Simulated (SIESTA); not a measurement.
Ga:

```
Ga
1.0
     1.38300   -4.02650    0.00000
     1.38300    4.02650    0.00000
    -0.11745    0.00000    3.32993
Ga
2
Direct
  0.13100 0.86900 0.75000
  0.86900 0.13100 0.25000
```

This isn't the form of Ga at room conditions, which is orthorhombic.

- Program: SIESTA 5.4.2
- Task: single point
- Functional: PBE
- Potentials or basis: PseudoDojo 0.4 standard (PBE files)
- Basis: DZP (energy shift 0.003 Ry; two zetas on semicore shells)
- Grid cutoff: 800 Ry
- Energy shift: 0.003 Ry
- k mesh: 10 × 10 × 8
- Occupations: fermi-dirac, width 0.05 eV
- Spin: no spin polarisation

On this cell: pressure 1.0 GPa; largest force 0.119 eV/Å; band gap on the k mesh none (metal or under the smearing width).

The same run follows on a disturbed copy (atoms moved at random, drawn with an rms of 0.05 Å):

```xyz
2
Lattice="1.3830 -4.0265 0.0000 1.3830 4.0265 0.0000 -0.1174 0.0000 3.3299" Properties=species:S:1:pos:R:3 pbc="T T T"
Ga    1.2589    2.9790    2.4919
Ga    1.3540   -2.9564    0.7880
```

Q: What changes?

A: The energy (extrapolated to zero smearing) moves by +0.2 meV/atom; pressure 1.0 GPa; largest force 0.133 eV/Å; band gap on the k mesh none (metal or under the smearing width).

Forces on the atoms (eV/Å):
```
Ga   0.000 -0.107 -0.080
Ga   0.000  0.107  0.080
```

Stress tensor (GPa, compression positive):
```
 1.44 -0.01  0.32
-0.01  1.35  0.14
 0.32  0.14  0.19
```

Caveats: the basis of atomic orbitals isn't converged, which shifts pressures, moduli and gaps.
